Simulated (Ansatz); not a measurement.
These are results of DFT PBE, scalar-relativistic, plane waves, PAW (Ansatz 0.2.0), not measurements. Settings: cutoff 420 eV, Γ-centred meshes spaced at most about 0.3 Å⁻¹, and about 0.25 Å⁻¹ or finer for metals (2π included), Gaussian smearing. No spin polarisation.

All energies are static (0 K, no zero-point motion). All are two-dimensional sheets, periodic along a and b, with vacuum along c.

Problem. Order these relaxed structures of Ca by energy, lowest first, with the energy over the lowest of them.
A.

```cif
data_structure
_symmetry_space_group_name_H-M 'P 1'
_symmetry_Int_Tables_number 1
_cell_length_a 3.8227
_cell_length_b 3.8227
_cell_length_c 31.3235
_cell_angle_alpha 90.000
_cell_angle_beta 90.000
_cell_angle_gamma 120.000
_cell_volume 396.40
loop_
_atom_site_label
_atom_site_type_symbol
_atom_site_fract_x
_atom_site_fract_y
_atom_site_fract_z
_atom_site_occupancy
Ca1 Ca 0.00000 0.00000 0.21288 1
Ca2 Ca 0.00000 0.00000 0.32985 1
```

B.

```cif
data_structure
_symmetry_space_group_name_H-M 'P 1'
_symmetry_Int_Tables_number 1
_cell_length_a 7.3175
_cell_length_b 7.3175
_cell_length_c 23.8000
_cell_angle_alpha 90.000
_cell_angle_beta 90.000
_cell_angle_gamma 90.000
_cell_volume 1274.38
loop_
_atom_site_label
_atom_site_type_symbol
_atom_site_fract_x
_atom_site_fract_y
_atom_site_fract_z
_atom_site_occupancy
Ca1 Ca 0.00000 0.50000 0.29412 1
Ca2 Ca 0.50000 0.00000 0.29412 1
Ca3 Ca 0.00000 0.00000 0.29412 1
```

C.

```cif
data_structure
_symmetry_space_group_name_H-M 'P 1'
_symmetry_Int_Tables_number 1
_cell_length_a 3.9316
_cell_length_b 3.9316
_cell_length_c 29.0046
_cell_angle_alpha 90.000
_cell_angle_beta 90.000
_cell_angle_gamma 120.000
_cell_volume 388.27
loop_
_atom_site_label
_atom_site_type_symbol
_atom_site_fract_x
_atom_site_fract_y
_atom_site_fract_z
_atom_site_occupancy
Ca1 Ca 0.33333 0.66667 0.31013 1
Ca2 Ca 0.66667 0.33333 0.20703 1
```

Solution. C (0 meV/atom), A (171 meV/atom), B (882 meV/atom). Forms: C p-3m1; A p6/mmm; B p4/mmm. Counting all near atoms (those within 1.25 times the shortest distance at each site; a slash parts the counts of unlike sites): C has Ca 9; A has Ca 7; B has Ca 2/4. All come from invented guesses.

Cells relaxed within their symmetry can be saddle points. Some structure types and database cells were kept out of the candidates from the start, so a known form may be missing.
